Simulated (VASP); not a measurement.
Wanted: the native input for a VASP 6.6.1 run.

```yaml
Task: single point
Functional: PBE
Potentials_or_basis: VASP PAW PBE potentials, release 64 (F, C)
Cutoff: 520 eV
k_mesh: 12 × 12 × 1
Occupations: gaussian, width 0.01 eV
Spin: no spin polarisation
Dipole_correction: no
Further_INCAR_settings: ALGO = Normal; EDIFF = 1e-06; NBANDS = 24
```

The structure of C2F lies in POSCAR:

```
C2F
1.0
    2.5596856133      0.0000000000      0.0000000000
   -1.2798428066      2.2167527668      0.0000000000
    0.0000000000      0.0000000000     21.2900000000
F C
2 4
Direct
    0.0000000000      0.0000000000      0.3749958823
    0.0000000000      0.0000000000      0.6250041177
    0.0000000000      0.0000000000      0.4392152145
    0.3333333333      0.6666666667      0.4631515976
    0.3333333333      0.6666666667      0.5368484024
    0.0000000000      0.0000000000      0.5607847855
```

The cell was built by a generator and needn't be a form met in nature.

One way to write it, as run:

INCAR

```
ALGO = Normal
EDIFF = 1E-6
ENCUT = 520
GGA = PE
ISIF = 2
ISMEAR = 0
LASPH = T
LCHARG = F
LREAL = F
LWAVE = F
NBANDS = 24
NELM = 100
PREC = Accurate
SIGMA = 0.01
```

KPOINTS

```
k-points
0
Gamma
  12 12 1
```

Potentials or basis: VASP PAW PBE potentials, release 64 (F, C).

Command:

```bash
$ cat potpaw_PBE.64/F/POTCAR potpaw_PBE.64/C/POTCAR > POTCAR
$ mpirun -np 1 vasp_std > vasp.out
```

It gave:

```json
{"Largest force": "0.392 eV/Å", "Band gap on the k mesh": "4.06 eV, direct"}
```

Wall time 100 s on 1 thread of Intel(R) Xeon(R) Platinum 8488C (Sapphire Rapids) (shared host), peak memory 0.24 GiB.
